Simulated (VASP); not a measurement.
Wanted: the native input for a VASP 6.6.1 run.

```yaml
Task: relaxation of cell and atoms
Functional: r2SCAN
Dispersion: rVV10
Potentials_or_basis: VASP PAW PBE potentials, release 64 (W_sv)
Cutoff: 520 eV
k_mesh: 18 × 18 × 18
Occupations: gaussian, width 0.1 eV
Spin: no spin polarisation
Further_INCAR_settings: ALGO = Normal; EDIFF = 1e-07; IBRION = 2; EDIFFG = -0.002; NSW = 80; ISIF = 3
```

The structure of W lies in POSCAR:

```
W
1.0
   -1.5823450000      1.5823450000      1.5823450000
    1.5823450000     -1.5823450000      1.5823450000
    1.5823450000      1.5823450000     -1.5823450000
W
1
Direct
    0.0000000000      0.0000000000      0.0000000000
```

These files were run (other wordings do the same):

INCAR

```
PREC = Accurate
ENCUT = 520
EDIFF = 1E-7
ISMEAR = 0
SIGMA = 0.1
LREAL = False
LASPH = True
NELM = 60
ALGO = Normal
ISIF = 3
LWAVE = False
LCHARG = False
METAGGA = R2SCAN
LMIXTAU = True
LUSE_VDW = True
IVDW_NL = 2
BPARAM = 11.95
CPARAM = 0.0093
IBRION = 2
NSW = 80
EDIFFG = -0.002
```

KPOINTS

```
regular mesh
0
Gamma
  18 18 18
```

Potentials or basis: VASP PAW PBE potentials, release 64 (W_sv).

Run with:

```sh
$ cat potpaw_PBE.64/W_sv/POTCAR > POTCAR
$ mpirun -np 1 vasp_std > vasp.out
```

It gave:

| Property | Result |
| --- | --- |
| Relaxed volume | 15.89 Å³/atom |
| Relaxed cell | a = 2.743 Å, b = 2.743 Å, c = 2.743 Å, α = 109.47°, β = 109.47°, γ = 109.47° |
| Space group after relaxing (to 0.05 Å) | Im-3m (No. 229) |
| Energy gained by relaxing | 0.1 meV/atom |
| Ionic steps | 3 |
| Pressure after relaxing | 0.0 GPa |
| Band gap on the k mesh | none (metal or under the smearing width) |

Caveat: the PAW data sets were made with another functional, which shifts forces and pressure a little.

Run time: 3.2 min on 1 thread of Intel(R) Xeon(R) 6975P-C (Granite Rapids), with other jobs on the host, peak memory 0.2 GiB.
